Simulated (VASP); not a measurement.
# Sb (I4/mmm) in VASP: notebook

The runs below take Sb through single point, with PBEsol.

Everything below comes from runs of VASP 6.6.1. Logs are shortened: lines on timing, memory, paths and dates and some standing lists are left out, and cuts for length are marked.

## (1) The structure

The structure is tetragonal, space group I4/mmm (No. 139). Conventional cell: a = 2.988 Å, b = 2.988 Å, c = 5.975 Å, α = 90.00°, β = 90.00°, γ = 90.00°. Sb (site symmetry 4/mmm) has 4 Sb at 2.99 Å as nearest neighbours.

This isn't the form of Sb at room conditions, which is rhombohedral.

## (2) Single point, PBEsol

Contents of INCAR:

```
PREC = Accurate
ENCUT = 520
EDIFF = 1E-6
ISMEAR = 0
SIGMA = 0.15
LREAL = False
LASPH = True
NELM = 100
ALGO = Fast
ISIF = 2
LWAVE = False
LCHARG = False
GGA = PS
NBANDS = 8
```

Contents of KPOINTS:

```
Automatic mesh
0
Gamma
  20 20 20
```

Contents of POSCAR:

```
Sb
1.0
    0.0000000000      2.1126432727      2.9872775875
    2.1126432727      0.0000000000      2.9872775875
    2.1126432727      2.1126432727      0.0000000000
Sb
1
Direct
    0.0000000000      0.0000000000      0.0000000000
```

Potentials or basis: VASP PAW PBE potentials, release 64 (Sb).

The run is started by

```bash
> cat potpaw_PBE.64/Sb/POTCAR > POTCAR
> mpirun -np 1 vasp_std > vasp.out
```

OUTCAR:

```text
PREC = Accurate
   ENCUT = 520
   EDIFF = 1E-6
   ISMEAR = 0
   LREAL = False
   LASPH = True
   NELM = 100
   ISIF = 2
   GGA = PS

 ion  position               nearest neighbor table
   1  0.000  0.000  0.000-

  LATTYP: Found a body centered tetragonal cell.
 ALAT       =     2.9877287687
 C/A-ratio  =     1.9996979771

  Lattice vectors:

 A1 = (  -2.1126432727,   0.0000000000,   2.9872775875)
 A2 = (   2.1126432727,   0.0000000000,   2.9872775875)
 A3 = (   0.0000000000,   2.1126432727,  -2.9872775875)

Analysis of symmetry for initial positions (statically):
=====================================================================
 Subroutine PRICEL returns:
 Original cell was already a primitive cell.

 Routine SETGRP: Setting up the symmetry group for a
 body centered tetragonal supercell.

 Subroutine GETGRP returns: Found 16 space group operations
 (whereof 16 operations were pure point group operations)
 out of a pool of 16 trial point group operations.

The static configuration has the point symmetry D_4h.

Analysis of symmetry for dynamics (positions and initial velocities):
=====================================================================
 Subroutine PRICEL returns:
 Original cell was already a primitive cell.

 Routine SETGRP: Setting up the symmetry group for a
 body centered tetragonal supercell.

 Subroutine GETGRP returns: Found 16 space group operations
 (whereof 16 operations were pure point group operations)
 out of a pool of 16 trial point group operations.

The dynamic configuration has the point symmetry D_4h.

 Subroutine INISYM returns: Found 16 space group operations
 (whereof 16 operations are pure point group operations),
 and found     1 'primitive' translations

----------------------------------------------------------------------------------------

                                     Primitive cell

  volume of cell :      26.6660

  direct lattice vectors                    reciprocal lattice vectors
     0.000000000  2.112643273  2.987277587    -0.236670339  0.236670339  0.167376478
     2.112643273  0.000000000  2.987277587     0.236670339 -0.236670339  0.167376478
     2.112643273  2.112643273  0.000000000     0.236670339  0.236670339 -0.167376478

  length of vectors
     3.658837108  3.658837108  2.987728769     0.374219968  0.374219968  0.374219968

  position of ions in fractional coordinates (direct lattice)
[... 73 lines left out ...]
   LSORBIT =      F    spin-orbit coupling
   LASPH  =      T    aspherical Exc in radial PAW
   ENCUT  =  520.0 eV  38.22 Ry    6.18 a.u.   6.80  6.80  5.56*2*pi/ulx,y,z
   NELM   =    100;   NELMIN=  2; NELMDL= -5     # of ELM steps
   EDIFF  = 0.1E-05   stopping-criterion for ELM
   LREAL  =      F    real-space projection
   EDIFFG = 0.1E-04   stopping-criterion for IOM
   NSW    =      0    number of steps for IOM
   IBRION =     -1    ionic relax: 0-MD 1-quasi-New 2-CG
   NFREE  =      0    steps in history (QN), initial steepest desc. (CG)
   ISIF   =      2    stress and relaxation
   ISYM   =      2    0-nonsym 1-usesym 2-fastsym
   POTIM  = 0.5000    time-step for ionic-motion
   TEBEG  =    0.0;   TEEND  =   0.0 temperature during run
   PSTRESS=    0.0 pullay stress
   NELECT =       5.0000    total number of electrons
   NUPDOWN=      -1.0000    fix difference up-down
   EMIN   =  10.00;   EMAX   =-10.00  energy-range for DOS
   EFERMI =   0.00;   METHOD = LEGACY
   ISMEAR =     0;   SIGMA  =   0.15  broadening in eV -4-tet -1-fermi 0-gaus
   EFERMI_NEDOS =   21; number of points for ismear=-14 and -15
   IALGO  =     68    algorithm
   IMIX   =      4    mixing-type and parameters
     AMIX     =   0.40;   BMIX     =  1.00
     AMIX_MAG =   1.60;   BMIX_MAG =  1.00
  volume/ion in A,a.u.               =      26.67       179.95
  Fermi-wavevector in a.u.,A,eV,Ry     =   0.937013  1.770697 11.945820  0.877993
  Thomas-Fermi vector in A             =   2.064081
   LORBIT       =      0    0 simple, 1 ext, 2 COOP (PROOUT), +10 PAW based schemes
   GGA     = PS    functional components
   LHFCALC =     F    Hartree Fock is set to
   AEXX    =    0.0000 exact exchange contribution
   IVDW    =     0    specifies the selected vdW correction
   LEPSILON=     F    determine dielectric tensor
   LRPA    =     F    only Hartree local field effects (RPA)
 non-spin polarized calculation
 RMM-DIIS sequential band-by-band and
 Gauss-broadening in eV      SIGMA  =   0.15
  energy-cutoff  :      520.00
  volume of cell :       26.67
 maximum number of plane-waves:       739
   NGX = 13   NGY = 13   NGZ = 11

 number of electron       5.0000000 magnetization

 Free energy of the ion-electron system (eV)
  ---------------------------------------------------
  ext. energy  EPLUGINS =         0.00000000
  ---------------------------------------------------
  free energy    TOTEN  =        -4.26640890 eV

  energy without entropy =       -4.25941355  energy(sigma->0) =       -4.26291123

 E-fermi :   8.5107     XC(G=0): -10.3317

 val. band max:        8.5038852928   @ k =  -0.2000   0.2000   0.0500
 cond. band min:       8.5190948227   @ k =  -0.4000   0.1500   0.3000
 fundamental gap:      0.0152095299
 Fermi energy:         8.5106576807

 k-point     1 :       0.0000    0.0000    0.0000
  band No.  band energies     occupation
      1      -4.6639      2.00000
      2      11.2806      0.00000
      3      14.3523      0.00000
      4      14.3523      0.00000
      5      16.0941      0.00000
      6      17.8431      0.00000
      7      19.9601      0.00000
      8      19.9690      0.00000
[... 243 lines left out ...]
 k-point    24 :      -0.3500    0.0500    0.0000
  band No.  band energies     occupation
      1      -1.7209      2.00000
      2       4.2674      2.00000
      3       9.3036      0.00000
      4      13.6961      0.00000
      5      15.5897      0.00000
      6      19.6734      0.00000
      7      20.7851      0.00000
      8      21.0178      0.00000

 [... further k-points ...]
[... 5 lines left out ...]
  --------------------------------------------------------------------------------------
  -------------------------------------------------------------------------------------
  Total        0.7108834      0.7108834     -0.2820397      0.0000000     -0.0000000      0.0000000
  in kB       42.7121102     42.7121102    -16.9458316      0.0000000     -0.0000000      0.0000000
  external PRESSURE =      22.8261296 kB  Pullay stress =       0.0000000 kB

 VOLUME and BASIS-vectors are now :
 -----------------------------------------------------------------------------
  energy-cutoff  :      520.00
  volume of cell :       26.67
      direct lattice vectors                 reciprocal lattice vectors
     0.000000000  2.112643273  2.987277587    -0.236670339  0.236670339  0.167376478
     2.112643273  0.000000000  2.987277587     0.236670339 -0.236670339  0.167376478
     2.112643273  2.112643273  0.000000000     0.236670339  0.236670339 -0.167376478

 POSITION                                       TOTAL-FORCE (eV/Angst)
 -----------------------------------------------------------------------------------
      0.00000      0.00000      0.00000         0.000000      0.000000      0.000000
 -----------------------------------------------------------------------------------
    total drift:                                0.000000      0.000000      0.000000

  FREE ENERGIE OF THE ION-ELECTRON SYSTEM (eV)
  ---------------------------------------------------
  free  energy   TOTEN  =        -4.2664089031 eV

  energy  without entropy=       -4.2594135550  energy(sigma->0) =       -4.26291123
```

OSZICAR:

```text
N       E                     dE             d eps       ncg     rms          rms(c)
DAV:   1     0.471843973466E+01    0.47184E+01   -0.16845E+03 10336   0.411E+02
DAV:   2    -0.417662096759E+01   -0.88951E+01   -0.85695E+01 14496   0.524E+01
DAV:   3    -0.427514105266E+01   -0.98520E-01   -0.98218E-01 12536   0.625E+00
DAV:   4    -0.427546890300E+01   -0.32785E-03   -0.32781E-03 15384   0.427E-01
DAV:   5    -0.427546980722E+01   -0.90422E-06   -0.90349E-06 13224   0.145E-02    0.195E+00
RMM:   6    -0.426952834028E+01    0.59415E-02   -0.12235E-03 10329   0.198E-01    0.115E+00
RMM:   7    -0.426641538457E+01    0.31130E-02   -0.30269E-03 10997   0.317E-01    0.326E-02
RMM:   8    -0.426640533600E+01    0.10049E-04   -0.24385E-04 11455   0.121E-01    0.101E-02
RMM:   9    -0.426640889747E+01   -0.35615E-05   -0.37988E-05 12127   0.476E-02    0.163E-02
RMM:  10    -0.426640890309E+01   -0.56231E-08   -0.66388E-06 11475   0.214E-02
   1 F= -.42664089E+01 E0= -.42629112E+01  d E =-.699535E-02
```

stdout:

```text
POSCAR found type information on POSCAR Sb
 POSCAR found :  1 types and       1 ions
 scaLAPACK will be used
 -----------------------------------------------------------------------------
|                                                                             |
|                                                                             |
|     You enforced a specific xc type in the INCAR file but a different       |
|     I HOPE YOU KNOW WHAT YOU ARE DOING!                                     |
|                                                                             |
 -----------------------------------------------------------------------------

 LDA part: xc-table for (Slater+PW92), standard interpolation
 POSCAR, INCAR and KPOINTS ok, starting setup
 FFT: planning ... GRIDC
 FFT: planning ... GRID_SOFT
 FFT: planning ... GRID
 WAVECAR not read
 entering main loop
```

Run time: 76 s. Hardware: 1 thread of Intel Xeon Platinum 8488C (Sapphire Rapids), shared host; peak memory 0.26 GiB.

Results:

- Free energy: -4.2664 eV
- Pressure: 2.3 GPa
- Band gap on the k mesh: none (metal or under the smearing width)

Stress tensor (GPa, compression positive):
```
 4.27  0.00  0.00
 0.00  4.27  0.00
 0.00  0.00 -1.69
```

Caveat: the PAW data sets were made with another functional, which shifts forces and pressure a little. The run has no spin-orbit coupling, so splittings on Sb are missing.

## (3) Single point, PBEsol

This run uses another cell than the first one, of the same volume but with other edges.

Contents of INCAR:

```
SYSTEM = Sb
ALGO     = Fast           ! electronic algorithm
EDIFF    = 1E-6           ! SCF threshold, eV
ENCUT    = 520            ! plane-wave cutoff, eV
GGA      = PS             ! functional
ISIF     = 2              ! what is computed and relaxed
ISMEAR   = 0              ! smearing method
LASPH    = .True.         ! aspherical terms in the spheres
LCHARG   = .False.        ! write CHGCAR
LREAL    = .False.        ! projectors in reciprocal space
LWAVE    = .False.        ! write WAVECAR
NBANDS   = 8              ! bands
NELM     = 100            ! most SCF steps
PREC     = Accurate       ! precision mode
SIGMA    = 0.15           ! smearing width, eV
```

Contents of KPOINTS:

```
k-points
0
Gamma
  20 20 20
  0 0 0
```

Contents of POSCAR:

```
Sb
1.0
    0.0000000000      2.2314246460      2.6777095752
    2.2314246460      0.0000000000      2.6777095752
    2.2314246460      2.2314246460      0.0000000000
Sb
1
Direct
    0.0000000000      0.0000000000      0.0000000000
```

Potentials or basis: VASP PAW PBE potentials, release 64 (Sb).

The run is started by

```bash
> cat potpaw_PBE.64/Sb/POTCAR > POTCAR
> mpirun -np 1 vasp_std > vasp.out
```

It took 84 s on 1 thread of Intel Xeon Platinum 8488C (Sapphire Rapids), shared host; peak memory 0.26 GiB.

Results (log left out):

| Item | Value |
| --- | --- |
| Free energy | -4.3146 eV |
| Pressure | -0.6 GPa |
| Band gap on the k mesh | none (metal or under the smearing width) |

Stress tensor (GPa, compression positive):
```
-0.56  0.00  0.00
 0.00 -0.56  0.00
 0.00  0.00 -0.68
```

Levels at points of the mesh, in eV from the Fermi level:
```
           k point  band 1  band 2  band 3  band 4  band 5  band 6  band 7  band 8
(0.00, 0.00, 0.00)  -13.04    4.84    5.49    5.49    9.48   10.61   10.73   10.73
(0.50, 0.00, 0.00)   -9.16   -5.88    1.93    5.32    6.30   10.17   10.38   10.68
(0.50, 0.50, 0.00)   -9.18   -5.71    2.01    2.01    5.82    5.97   18.29   18.37
(0.50, 0.00, 0.50)   -6.70   -4.49   -0.94    0.56    3.48    4.36   16.03   16.23
```

Caveat: the PAW data sets were made with another functional, which shifts forces and pressure a little. The run has no spin-orbit coupling, so splittings on Sb are missing.
